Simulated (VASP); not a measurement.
SnS2 (Berndtite-2T):

```
Sn S
1.0
     3.66721    0.00000    0.00000
    -1.83361    3.17590    0.00000
     0.00000    0.00000    5.81303
Sn S
1 2
Cartesian
  0.0000 0.0000 0.0000
  0.0000 2.1173 1.4786
  1.8336 1.0586 4.3344
```

* Program: VASP 6.6.1
* Task: relaxation of cell and atoms
* Functional: HSE06
* Potentials or basis: VASP PAW PBE potentials, release 64 (Sn_d, S)
* Cutoff: 520 eV
* k mesh: 6 × 6 × 3
* Occupations: gaussian, width 0.03 eV
* Spin: no spin polarisation

At the start: pressure -1.0 GPa; volume 22.57 Å³/atom.

Problem. How do energy, volume and symmetry change on relaxing?

Solution. Over 24 steps the energy falls by 23.8 meV/atom and the volume is 25.41 Å³/atom (+12.6 %); space group P-3m1 (No. 164, to 0.05 Å).

The path:
| step | energy change (eV) | largest force (eV/Å) | pressure (GPa) | volume (Å³) |
| --- | --- | --- | --- | --- |
| 1 | 0.0000 | 0.5338 | -0.95 | 67.70 |
| 2 | -0.0103 | 0.0209 | 2.06 | 66.39 |
| 3 | -0.0126 | 0.1781 | 1.11 | 66.78 |
| 4 | -0.0242 | 0.1187 | 0.75 | 67.70 |
| 5 | -0.0393 | 0.0409 | -0.07 | 70.34 |
| 6 | -0.0515 | 0.0161 | -0.12 | 71.06 |
| 7 | -0.0635 | 0.1564 | -0.08 | 72.75 |
| 8 | -0.0661 | 0.0139 | 0.60 | 73.08 |
| 9 | -0.0661 | 0.0279 | 0.81 | 73.17 |
| 10 | -0.0673 | 0.0383 | 0.72 | 73.59 |
| 11 | -0.0697 | 0.0722 | 0.50 | 74.86 |
| 12 | -0.0686 | 0.1461 | 0.14 | 77.43 |
| 13 | -0.0700 | 0.1095 | 0.38 | 75.94 |
| 14 | -0.0710 | 0.0228 | -0.07 | 76.32 |
| 15 | -0.0710 | 0.0032 | -0.16 | 76.40 |
| 16 | -0.0713 | 0.0072 | -0.10 | 76.35 |
| 17 | -0.0714 | 0.0276 | 0.00 | 76.25 |
| 18 | -0.0714 | 0.0241 | -0.01 | 76.27 |
| 19 | -0.0714 | 0.0160 | -0.06 | 76.31 |
| 20 | -0.0714 | 0.0193 | -0.04 | 76.29 |
| 21 | -0.0714 | 0.0219 | -0.03 | 76.28 |
| 22 | -0.0714 | 0.0236 | -0.03 | 76.28 |
| 23 | -0.0714 | 0.0117 | 0.03 | 76.24 |
| 24 | -0.0714 | 0.0057 | 0.04 | 76.23 |

Final structure:
```
CELL_PARAMETERS angstrom
3.65806 0.00000 0.00000
-1.82903 3.16797 0.00000
0.00000 0.00000 6.57832
ATOMIC_POSITIONS crystal
Sn 0.00000 0.00000 0.00000
S 0.33333 0.66667 0.22031
S 0.66667 0.33333 0.77969
```

Caveat: the PAW data sets were made with another functional, which shifts forces and pressure a little; this functional lacks dispersion, which binds the layers, so the pressure and a relaxed spacing across them are unreliable; the volume moved by +13 % from the deposited cell, more than functionals usually miss.
